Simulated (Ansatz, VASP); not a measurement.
# One calculation of Li, two programs

The input INCAR:

```
SYSTEM = Li
PREC = Accurate
ENCUT = 600
EDIFF = 1E-6
ISMEAR = -1
SIGMA = 0.1
LREAL = .False.
LASPH = .True.
NELM = 80
ALGO = Normal
ISIF = 3
LWAVE = .False.
LCHARG = .False.
GGA = B5
ALDAX = 1.0
AGGAX = 1.0
AGGAC = 1.0
ALDAC = 0.0
IBRION = 2
NSW = 80
EDIFFG = -0.01
```

File KPOINTS:

```
regular mesh
0
Gamma
  13 13 13
  0 0 0
```

Contents of POSCAR:

```
Li
1.0
   -1.7546500000      1.7546500000      1.7546500000
    1.7546500000     -1.7546500000      1.7546500000
    1.7546500000      1.7546500000     -1.7546500000
Li
1
Direct
    0.0000000000      0.0000000000      0.0000000000
```

Input for Ansatz:

```yaml
crystal:
  lattice:
    - [-1.75465, 1.75465, 1.75465]
    - [1.75465, -1.75465, 1.75465]
    - [1.75465, 1.75465, -1.75465]
  atoms:
    - { symbol: Li, position: [0.0, 0.0, 0.0] }
hamiltonian:
  xc: blyp
  pseudopotentials:
    kind: paw
    azcp:
      Li: "pseudopotentials/Li.paw.azcp"
basis:
  ecutwfc: 420
  fft_grid_basis: typed
kpoints:
  mp_grid: { grid: [13, 13, 13], shift: [0, 0, 0] }
magnetization:
  spin_polarized: false
scf:
  occupations: { method: fermi_dirac, width: 0.1 }
relax:
  max_steps: 60
  f_tol: 0.01
  cell: {}
```

Alike in both runs: task relaxation of cell and atoms; functional BLYP; k mesh 13 × 13 × 13; occupations fermi-dirac, width 0.1 eV; no spin polarisation.

|  | VASP | Ansatz |
| --- | --- | --- |
| version | VASP 6.6.1 | Ansatz 0.2.0 |
| potentials or method | VASP PAW PBE potentials, release 64 (Li_sv) | plane waves (420 eV) with PAW, scalar-relativistic |
| plane-wave cutoff (eV) | 600 | 420 |
| valence electrons in the cell | 3 | 3 |

|  | VASP | Ansatz | Ansatz less VASP |
| --- | --- | --- | --- |
| relaxed volume (Å³/atom) | 19.99 | 20.04 | +0.047 |
| relaxed cell length with the largest relative difference (Å) | 2.961 | 2.964 | +0.0023 |
| energy change over the relaxation (meV/atom) | -6 | -5 | +0.8 |

Caveats: the cutoff is under 1.25 times the usual one of these potentials, so pressure, stress and relaxed cells hold a basis-set (Pulay) error (VASP); the PAW data sets were made with another functional, which shifts forces and pressure a little (VASP).
